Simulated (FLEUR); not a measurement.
# BiTe (Fm-3m) in FLEUR: notebook

One crystal, BiTe, is run at these levels: SCAN; tasks: band structure, equation of state.

Everything below comes from runs of FLEUR MaX-R8.1 (later development tree). Logs are shortened: lines on timing, memory, paths and dates and some standing lists are left out, and cuts for length are marked.

## 1. The structure

Symmetry: Fm-3m, No. 225, cubic system. The conventional cell has a = 6.470 Å, b = 6.470 Å, c = 6.470 Å, α = 90.00°, β = 90.00°, γ = 90.00°. Around Bi (site symmetry m-3m) lie 6 Te at 3.23 Å. Te (site symmetry m-3m) has 6 Bi at 3.23 Å as nearest neighbours.

## 2. Band structure, SCAN

Input file inp.xml:

```xml
<?xml version="1.0" encoding="UTF-8" standalone="no"?>
<fleurInput fleurInputVersion="0.39">
   <comment>
      BiTe                                                                                                
   </comment>
   <calculationSetup>
      <cutoffs Kmax="4.1" Gmax="12.7" GmaxXC="12.7" numbands="0"/>
      <scfLoop itmax="80" minDistance="0.0001" maxIterBroyd="30" imix="Anderson" alpha="0.05" precondParam="0.0" spinf="2.0" sdNocoIR="T"/>
      <coreElectrons ctail="F" frcor="F" kcrel="0" coretail_lmax="0"/>
      <xcFunctional name="LibXC" relativisticCorrections="F">
         <LibXCName exchange="mgga_x_scan" correlation="mgga_c_scan"/>
         <AuxGGA exchange="117" correlation="130"/>
      </xcFunctional>
      <magnetism jspins="1"/>
      <soc l_soc="F" theta="0.0" phi="0.0" spav="F"/>
      <expertModes spex="0" secvar="F"/>
      <geometryOptimization l_f="F" forcealpha="1.0" forcemix="BFGS" epsdisp="0.00001" epsforce="0.00001"/>
      <ldaU l_linMix="F" mixParam="0.05" spinf="1.0"/>
   </calculationSetup>
   <cell>
      <bzIntegration valenceElectrons="43.0" mode="hist" fermiSmearingEnergy="0.00183747">
         <kPointListSelection listName="default-1"/>
         <!-- k-points included here -->
         <xi:include xmlns:xi="http://www.w3.org/2001/XInclude" href="kpts.xml"> </xi:include>
      </bzIntegration>
      <!-- symmetry operations included here -->
[... 34 lines left out ...]
         </electronConfig>
         <energyParameters s="5" p="5" d="5" f="4"/>
         <lo type="SCLO" l="1" n="4" eDeriv="0"/>
         <lo type="SCLO" l="1" n="4" eDeriv="1"/>
         <lo type="SCLO" l="2" n="4" eDeriv="0"/>
         <lo type="SCLO" l="2" n="4" eDeriv="1"/>
         <lo type="SCLO" l="0" n="5" eDeriv="2"/>
         <lo type="SCLO" l="3" n="4" eDeriv="2"/>
      </species>
   </atomSpecies>
   <atomGroups>
      <atomGroup species="Bismuth (Bi)">
         <relPos label="                   1">.0000000000 .0000000000 .0000000000</relPos>
         <force calculate="T" relaxXYZ="TTT"/>
      </atomGroup>
      <atomGroup species="Tellurium (Te)">
         <relPos label="                   2">1.000/2.000 1.000/2.000 1.000/2.000</relPos>
         <force calculate="T" relaxXYZ="TTT"/>
      </atomGroup>
   </atomGroups>
   <output dos="F" band="F" slice="F">
      <checks vchk="F" cdinf="F"/>
      <bandDOS minEnergy="-.5*Htr" maxEnergy="0.5*Htr" sigma="0.015" storeEVData="T"/>
      <vacuumDOS vacdos="F" integ="F" star="F" nstars="0" locx1="0.0" locy1="0.0" locx2="0.0" locy2="0.0" nstm="0" tworkf="0.0"/>
      <unfoldingBand unfoldBand="F" supercellX="1" supercellY="1" supercellZ="1"/>
      <plotting iplot="0" polar="F">
         <plot TwoD="T" vec1="  1.0  0.0  0.0" vec2="  0.0  1.0  0.0" vec3="  0.0  0.0  1.0" zero="  0.0  0.0  0.0" file="plot"/>
      </plotting>
      <chargeDensitySlicing numkpt="0" minEigenval="0.0" maxEigenval="0.0" nnne="0" pallst="F"/>
      <specialOutput eonly="F"/>
      <moessbauerParams electricFieldGradient="T" isomerShift="T" coreHyperfine="T" valenceHyperfine="T"/>
      <magneticCircularDichroism mcd="F" energyLo="-10.0" energyUp="0.0"/>
   </output>
  <!-- We include the file relax.xml here to enable relaxations (see documentation) -->
  <xi:include xmlns:xi="http://www.w3.org/2001/XInclude" href="relax.xml"> <xi:fallback/> </xi:include>
</fleurInput>
```

Input file crystal.txt:

```
BiTe
&input cartesian=F /
0.0000000000  3.2350000000  3.2350000000
3.2350000000  0.0000000000  3.2350000000
3.2350000000  3.2350000000  0.0000000000
1.8897261246
1.0 1.0 1.0

2
83 0.0000000000  0.0000000000  0.0000000000
52 0.5000000000  0.5000000000  0.5000000000

&kpt div1=7 div2=7 div3=7 gamma=T /
```

Input file inp.xml (bands):

```
<?xml version="1.0" encoding="UTF-8" standalone="no"?>
<fleurInput fleurInputVersion="0.39">
   <comment>
      BiTe                                                                                                
   </comment>
   <calculationSetup>
      <cutoffs Kmax="4.1" Gmax="12.7" GmaxXC="12.7" numbands="0"/>
      <scfLoop itmax="80" minDistance="0.0001" maxIterBroyd="30" imix="Anderson" alpha="0.05" precondParam="0.0" spinf="2.0" sdNocoIR="T"/>
      <coreElectrons ctail="F" frcor="F" kcrel="0" coretail_lmax="0"/>
      <xcFunctional name="LibXC" relativisticCorrections="F">
         <LibXCName exchange="mgga_x_scan" correlation="mgga_c_scan"/>
         <AuxGGA exchange="117" correlation="130"/>
      </xcFunctional>
      <magnetism jspins="1"/>
      <soc l_soc="F" theta="0.0" phi="0.0" spav="F"/>
      <expertModes spex="0" secvar="F"/>
      <geometryOptimization l_f="F" forcealpha="1.0" forcemix="BFGS" epsdisp="0.00001" epsforce="0.00001"/>
      <ldaU l_linMix="F" mixParam="0.05" spinf="1.0"/>
   </calculationSetup>
   <cell>
      <bzIntegration valenceElectrons="43.0" mode="hist" fermiSmearingEnergy="0.00183747">
         <kPointListSelection listName="path-1"/>
         <!-- k-points included here -->
         <xi:include xmlns:xi="http://www.w3.org/2001/XInclude" href="kpts.xml"> </xi:include>
      </bzIntegration>
      <!-- symmetry operations included here -->
[... 35 lines left out ...]
         <energyParameters s="5" p="5" d="5" f="4"/>
         <lo type="SCLO" l="1" n="4" eDeriv="0"/>
         <lo type="SCLO" l="1" n="4" eDeriv="1"/>
         <lo type="SCLO" l="2" n="4" eDeriv="0"/>
         <lo type="SCLO" l="2" n="4" eDeriv="1"/>
         <lo type="SCLO" l="0" n="5" eDeriv="2"/>
         <lo type="SCLO" l="3" n="4" eDeriv="2"/>
      </species>
   </atomSpecies>
   <atomGroups>
      <atomGroup species="Bismuth (Bi)">
         <relPos label="                   1">.0000000000 .0000000000 .0000000000</relPos>
         <force calculate="T" relaxXYZ="TTT"/>
      </atomGroup>
      <atomGroup species="Tellurium (Te)">
         <relPos label="                   2">1.000/2.000 1.000/2.000 1.000/2.000</relPos>
         <force calculate="T" relaxXYZ="TTT"/>
      </atomGroup>
   </atomGroups>
   <output dos="F" band="T" slice="F">
      <checks vchk="F" cdinf="F"/>
      <bandDOS minEnergy="-.5*Htr" maxEnergy="0.5*Htr" sigma="0.015" storeEVData="T"/>
      <vacuumDOS vacdos="F" integ="F" star="F" nstars="0" locx1="0.0" locy1="0.0" locx2="0.0" locy2="0.0" nstm="0" tworkf="0.0"/>
      <unfoldingBand unfoldBand="F" supercellX="1" supercellY="1" supercellZ="1"/>
      <plotting iplot="0" polar="F">
         <plot TwoD="T" vec1="  1.0  0.0  0.0" vec2="  0.0  1.0  0.0" vec3="  0.0  0.0  1.0" zero="  0.0  0.0  0.0" file="plot"/>
      </plotting>
      <chargeDensitySlicing numkpt="0" minEigenval="0.0" maxEigenval="0.0" nnne="0" pallst="F"/>
      <specialOutput eonly="F"/>
      <moessbauerParams electricFieldGradient="T" isomerShift="T" coreHyperfine="T" valenceHyperfine="T"/>
      <magneticCircularDichroism mcd="F" energyLo="-10.0" energyUp="0.0"/>
   </output>
  <!-- We include the file relax.xml here to enable relaxations (see documentation) -->
  <xi:include xmlns:xi="http://www.w3.org/2001/XInclude" href="relax.xml"> <xi:fallback/> </xi:include>
</fleurInput>
```

Potentials or basis: all-electron, FLAPW.

Launch:

```console
> inpgen -f crystal.txt -profile fastHighL
> # inp.xml edited to the form shown
> fleur_MPI
> fleur_MPI   # second run, on inp.xml (bands)
```

Standard output:

```text
Welcome to FLEUR        (www.flapw.de)
      MaX-Release 8.1          (www.max-centre.eu)
 func_ids         267         263         267         263
 MetaGGA potential functional detected - V_tau will be computed
 Auxiliary Potential for radial basis: exchange=         117  correlation=         130
The functional 'SCAN exchange of Sun, Ruzsinszky, and Perdew' is an exchange functional, it belongs to the 'MGGA' family and is defined in the reference(s):
[1] J. Sun, A. Ruzsinszky, and J. P. Perdew.,  Phys. Rev. Lett. 115, 036402 (2015)
The functional 'SCAN correlation of Sun, Ruzsinszky, and Perdew' is a correlation functional, it belongs to the 'MGGA' family and is defined in the reference(s):
[1] J. Sun, A. Ruzsinszky, and J. P. Perdew.,  Phys. Rev. Lett. 115, 036402 (2015)
 Using same functional for VXC and EXC

 ========== k-point set info ==========
 Selected k-point list: default-1
 k-point list type: mesh
 7 x 7 x 7
 Number of k points: 20

 ------------Calculation Setup---------------------------
 Number of MPI-tasks      :            1
 Number of PE/node        :            1
 Number of OMP-threads    :            1
 Most efficient MPI parallelization for:
           1           2           4           5          10          20
 Additional eigenvalue parallelization possible
 Number of basis functions:          625
 Approximate size of matrices (H+S) per k-point:         0.006 GB
 --------------------------------------------------------
The functional 'Hammer, Hansen, and Norskov' is an exchange functional, it belongs to the 'GGA' family and is defined in the reference(s):
[1] B. Hammer, L. B. Hansen, and J. K. Nørskov.,  Phys. Rev. B 59, 7413 (1999)
The functional 'Perdew, Burke & Ernzerhof' is a correlation functional, it belongs to the 'GGA' family and is defined in the reference(s):
[1] J. P. Perdew, K. Burke, and M. Ernzerhof.,  Phys. Rev. Lett. 77, 3865 (1996)
[2] J. P. Perdew, K. Burke, and M. Ernzerhof.,  Phys. Rev. Lett. 78, 1396 (1997)
 Using same functional for VXC and EXC
 Using auxiliary GGA potential for the first iteration of MetaGGA calculation.
 Reset of history
 Reset of history
 Iteration:     1   Distance:      40.65396469 me/bohr^3
The functional 'Hammer, Hansen, and Norskov' is an exchange functional, it belongs to the 'GGA' family and is defined in the reference(s):
[1] B. Hammer, L. B. Hansen, and J. K. Nørskov.,  Phys. Rev. B 59, 7413 (1999)
The functional 'Perdew, Burke & Ernzerhof' is a correlation functional, it belongs to the 'GGA' family and is defined in the reference(s):
[1] J. P. Perdew, K. Burke, and M. Ernzerhof.,  Phys. Rev. Lett. 77, 3865 (1996)
[2] J. P. Perdew, K. Burke, and M. Ernzerhof.,  Phys. Rev. Lett. 78, 1396 (1997)
 Using same functional for VXC and EXC
 Iteration:     2   Distance:      38.54204787 me/bohr^3
The functional 'Hammer, Hansen, and Norskov' is an exchange functional, it belongs to the 'GGA' family and is defined in the reference(s):
[1] B. Hammer, L. B. Hansen, and J. K. Nørskov.,  Phys. Rev. B 59, 7413 (1999)
The functional 'Perdew, Burke & Ernzerhof' is a correlation functional, it belongs to the 'GGA' family and is defined in the reference(s):
[1] J. P. Perdew, K. Burke, and M. Ernzerhof.,  Phys. Rev. Lett. 77, 3865 (1996)
[2] J. P. Perdew, K. Burke, and M. Ernzerhof.,  Phys. Rev. Lett. 78, 1396 (1997)
 Using same functional for VXC and EXC
 Iteration:     3   Distance:      36.60089359 me/bohr^3
The functional 'Hammer, Hansen, and Norskov' is an exchange functional, it belongs to the 'GGA' family and is defined in the reference(s):
[1] B. Hammer, L. B. Hansen, and J. K. Nørskov.,  Phys. Rev. B 59, 7413 (1999)
The functional 'Perdew, Burke & Ernzerhof' is a correlation functional, it belongs to the 'GGA' family and is defined in the reference(s):
[1] J. P. Perdew, K. Burke, and M. Ernzerhof.,  Phys. Rev. Lett. 77, 3865 (1996)
[2] J. P. Perdew, K. Burke, and M. Ernzerhof.,  Phys. Rev. Lett. 78, 1396 (1997)
 Using same functional for VXC and EXC
 Iteration:     4   Distance:       1.60567313 me/bohr^3
The functional 'Hammer, Hansen, and Norskov' is an exchange functional, it belongs to the 'GGA' family and is defined in the reference(s):
[1] B. Hammer, L. B. Hansen, and J. K. Nørskov.,  Phys. Rev. B 59, 7413 (1999)
The functional 'Perdew, Burke & Ernzerhof' is a correlation functional, it belongs to the 'GGA' family and is defined in the reference(s):
[1] J. P. Perdew, K. Burke, and M. Ernzerhof.,  Phys. Rev. Lett. 77, 3865 (1996)
[2] J. P. Perdew, K. Burke, and M. Ernzerhof.,  Phys. Rev. Lett. 78, 1396 (1997)
 Using same functional for VXC and EXC
 Iteration:     5   Distance:       0.93308671 me/bohr^3
The functional 'Hammer, Hansen, and Norskov' is an exchange functional, it belongs to the 'GGA' family and is defined in the reference(s):
[1] B. Hammer, L. B. Hansen, and J. K. Nørskov.,  Phys. Rev. B 59, 7413 (1999)
The functional 'Perdew, Burke & Ernzerhof' is a correlation functional, it belongs to the 'GGA' family and is defined in the reference(s):
[1] J. P. Perdew, K. Burke, and M. Ernzerhof.,  Phys. Rev. Lett. 77, 3865 (1996)
[2] J. P. Perdew, K. Burke, and M. Ernzerhof.,  Phys. Rev. Lett. 78, 1396 (1997)
 Using same functional for VXC and EXC
 Iteration:     6   Distance:       0.38753756 me/bohr^3
The functional 'Hammer, Hansen, and Norskov' is an exchange functional, it belongs to the 'GGA' family and is defined in the reference(s):
[1] B. Hammer, L. B. Hansen, and J. K. Nørskov.,  Phys. Rev. B 59, 7413 (1999)
The functional 'Perdew, Burke & Ernzerhof' is a correlation functional, it belongs to the 'GGA' family and is defined in the reference(s):
[1] J. P. Perdew, K. Burke, and M. Ernzerhof.,  Phys. Rev. Lett. 77, 3865 (1996)
[2] J. P. Perdew, K. Burke, and M. Ernzerhof.,  Phys. Rev. Lett. 78, 1396 (1997)
 Using same functional for VXC and EXC
[... 33 lines left out ...]
[2] J. P. Perdew, K. Burke, and M. Ernzerhof.,  Phys. Rev. Lett. 78, 1396 (1997)
 Using same functional for VXC and EXC
 Iteration:    12   Distance:       0.00305987 me/bohr^3
The functional 'Hammer, Hansen, and Norskov' is an exchange functional, it belongs to the 'GGA' family and is defined in the reference(s):
[1] B. Hammer, L. B. Hansen, and J. K. Nørskov.,  Phys. Rev. B 59, 7413 (1999)
The functional 'Perdew, Burke & Ernzerhof' is a correlation functional, it belongs to the 'GGA' family and is defined in the reference(s):
[1] J. P. Perdew, K. Burke, and M. Ernzerhof.,  Phys. Rev. Lett. 77, 3865 (1996)
[2] J. P. Perdew, K. Burke, and M. Ernzerhof.,  Phys. Rev. Lett. 78, 1396 (1997)
 Using same functional for VXC and EXC
 Iteration:    13   Distance:       0.00217744 me/bohr^3
The functional 'Hammer, Hansen, and Norskov' is an exchange functional, it belongs to the 'GGA' family and is defined in the reference(s):
[1] B. Hammer, L. B. Hansen, and J. K. Nørskov.,  Phys. Rev. B 59, 7413 (1999)
The functional 'Perdew, Burke & Ernzerhof' is a correlation functional, it belongs to the 'GGA' family and is defined in the reference(s):
[1] J. P. Perdew, K. Burke, and M. Ernzerhof.,  Phys. Rev. Lett. 77, 3865 (1996)
[2] J. P. Perdew, K. Burke, and M. Ernzerhof.,  Phys. Rev. Lett. 78, 1396 (1997)
 Using same functional for VXC and EXC
 Iteration:    14   Distance:       0.00062065 me/bohr^3
The functional 'Hammer, Hansen, and Norskov' is an exchange functional, it belongs to the 'GGA' family and is defined in the reference(s):
[1] B. Hammer, L. B. Hansen, and J. K. Nørskov.,  Phys. Rev. B 59, 7413 (1999)
The functional 'Perdew, Burke & Ernzerhof' is a correlation functional, it belongs to the 'GGA' family and is defined in the reference(s):
[1] J. P. Perdew, K. Burke, and M. Ernzerhof.,  Phys. Rev. Lett. 77, 3865 (1996)
[2] J. P. Perdew, K. Burke, and M. Ernzerhof.,  Phys. Rev. Lett. 78, 1396 (1997)
 Using same functional for VXC and EXC
 Iteration:    15   Distance:       0.00059403 me/bohr^3
The functional 'Hammer, Hansen, and Norskov' is an exchange functional, it belongs to the 'GGA' family and is defined in the reference(s):
[1] B. Hammer, L. B. Hansen, and J. K. Nørskov.,  Phys. Rev. B 59, 7413 (1999)
The functional 'Perdew, Burke & Ernzerhof' is a correlation functional, it belongs to the 'GGA' family and is defined in the reference(s):
[1] J. P. Perdew, K. Burke, and M. Ernzerhof.,  Phys. Rev. Lett. 77, 3865 (1996)
[2] J. P. Perdew, K. Burke, and M. Ernzerhof.,  Phys. Rev. Lett. 78, 1396 (1997)
 Using same functional for VXC and EXC
 Iteration:    16   Distance:       0.00007739 me/bohr^3

 ********************************************************************
 Run finished successfully
 Stop message:
   all done
 ********************************************************************
```

It took 72 s on 1 thread of Arm Neoverse V2, shared host; peak memory 0.09 GiB.

What came out:

```yaml
Free_energy: -772181.5053 eV
Band_gap_along_the_path: none (metal or under the smearing width)
Valence_electrons_inside_the_program's_atomic_spheres: Bi 18.81; Te 20.02 (radii Bi 2.66, Te 2.66 bohr)
```

Levels at the corners of the path, in eV from the Fermi level:
```tsv
point	band 17	band 18	band 19	band 20	band 21	band 22	band 23	band 24	band 25	band 26
Γ	-14.06	-8.37	-2.66	-2.66	-2.66	2.18	2.18	2.18	5.13	5.13
X	-12.21	-10.32	-5.84	-4.18	-4.18	2.65	3.70	3.70	5.17	9.30
W	-11.57	-11.36	-5.14	-5.14	-1.52	-0.37	4.17	4.17	5.54	5.54
K	-11.83	-11.12	-5.46	-3.65	-3.54	2.02	2.11	4.24	4.55	7.87
Γ	-14.06	-8.37	-2.66	-2.66	-2.66	2.18	2.18	2.18	5.13	5.13
L	-11.95	-11.75	-1.89	-1.89	-1.45	-0.83	-0.77	-0.77	7.92	8.25
U	-11.83	-11.12	-5.46	-3.65	-3.54	2.02	2.11	4.24	4.55	7.87
W	-11.57	-11.36	-5.14	-5.14	-1.52	-0.37	4.17	4.17	5.54	5.54
L	-11.95	-11.75	-1.89	-1.89	-1.45	-0.83	-0.77	-0.77	7.92	8.25
K	-11.83	-11.12	-5.46	-3.65	-3.54	2.02	2.11	4.24	4.55	7.87
U	-11.83	-11.12	-5.46	-3.65	-3.54	2.02	2.11	4.24	4.55	7.87
X	-12.21	-10.32	-5.84	-4.18	-4.18	2.65	3.70	3.70	5.17	9.30
```

Core levels (eV from the Fermi level):
```csv
atom,levels
1 Bi,"1s1/2 -90522.9, 2s1/2 -16246.6, 2p1/2 -15605.7, 2p3/2 -13285.5, 3s1/2 -3918.3, 3p1/2 -3629.5, 3p3/2 -3109.9, 4s1/2 -896.4, 3d3/2 -2638.4, 3d5/2 -2528.3, 4p1/2 -770.9, 4p3/2 -642.9, 5s1/2 -153.1, 4d3/2 -439.3, 4d5/2 -415.4, 4f5/2 -151.2, 4f7/2 -145.7"
2 Te,"1s1/2 -31605.1, 2s1/2 -4841.8, 2p1/2 -4535.5, 2p3/2 -4261.0, 3s1/2 -960.3, 3p1/2 -834.5, 3p3/2 -783.3, 4s1/2 -160.0, 3d3/2 -561.7, 3d5/2 -551.0"
```

Caveat: the meta-GGA is that of a development version, with a GGA for the radial functions and cores and without core tails; spin-orbit coupling is left out, which moves the levels of the heavy elements.

## 3. Equation of state, SCAN, 31.82 Å³/atom (volume scaled by 0.94)

Changes to inp.xml since step 2:

```diff
@@ -27,3 +27,3 @@
       <xi:include xmlns:xi="http://www.w3.org/2001/XInclude" href="sym.xml"> </xi:include>
-      <bulkLattice scale="1.0">
+      <bulkLattice scale="0.9795861087">
          <bravaisMatrix>
```

Potentials or basis: all-electron, FLAPW.

Launch:

```console
> inpgen -f crystal.txt -profile fastHighL
> # inp.xml edited to the form shown
> fleur_MPI
```

Run time: 56 s. Hardware: 1 thread of Arm Neoverse V2, shared host; peak memory 0.09 GiB.

Results (log left out):

```yaml
Free_energy: -772181.4925 eV
Band_gap_on_the_k_mesh: none (metal or under the smearing width)
Valence_electrons_inside_the_program's_atomic_spheres: Bi 18.87; Te 20.06 (radii Bi 2.66, Te 2.66 bohr)
```

Caveat: the meta-GGA is that of a development version, with a GGA for the radial functions and cores and without core tails; spin-orbit coupling is left out, which moves the levels of the heavy elements.

## 4. Equation of state, SCAN, 32.50 Å³/atom (volume scaled by 0.96)

Changes to inp.xml since step 3:

```diff
@@ -27,3 +27,3 @@
       <xi:include xmlns:xi="http://www.w3.org/2001/XInclude" href="sym.xml"> </xi:include>
-      <bulkLattice scale="0.9795861087">
+      <bulkLattice scale="0.9864848297">
          <bravaisMatrix>
```

Launch:

```console
> inpgen -f crystal.txt -profile fastHighL
> # inp.xml edited to the form shown
> fleur_MPI
```

It took 56 s on 1 thread of Arm Neoverse V2, shared host; peak memory 0.09 GiB.

It converged, with:

```
Free energy                                           : -772181.5064 eV
Band gap on the k mesh                                : none (metal or under the smearing width)
Valence electrons inside the program's atomic spheres : Bi 18.85; Te 20.05 (radii Bi 2.66, Te 2.66 bohr)
```

Caveat: the meta-GGA is that of a development version, with a GGA for the radial functions and cores and without core tails; spin-orbit coupling is left out, which moves the levels of the heavy elements.

## 5. Equation of state, SCAN, 33.86 Å³/atom

Changes to inp.xml since step 4:

```diff
@@ -27,3 +27,3 @@
       <xi:include xmlns:xi="http://www.w3.org/2001/XInclude" href="sym.xml"> </xi:include>
-      <bulkLattice scale="0.9864848297">
+      <bulkLattice scale="1.0000000000">
          <bravaisMatrix>
```

Launch:

```console
> inpgen -f crystal.txt -profile fastHighL
> # inp.xml edited to the form shown
> fleur_MPI
```

It took 59 s on 1 thread of Arm Neoverse V2, shared host; peak memory 0.09 GiB.

Results (log left out):

| Item | Value |
| --- | --- |
| Free energy | -772181.5053 eV |
| Band gap on the k mesh | none (metal or under the smearing width) |
| Valence electrons inside the program's atomic spheres | Bi 18.81; Te 20.02 (radii Bi 2.66, Te 2.66 bohr) |

Caveat: the meta-GGA is that of a development version, with a GGA for the radial functions and cores and without core tails; spin-orbit coupling is left out, which moves the levels of the heavy elements.

(Part 1 of 2 ends here.)
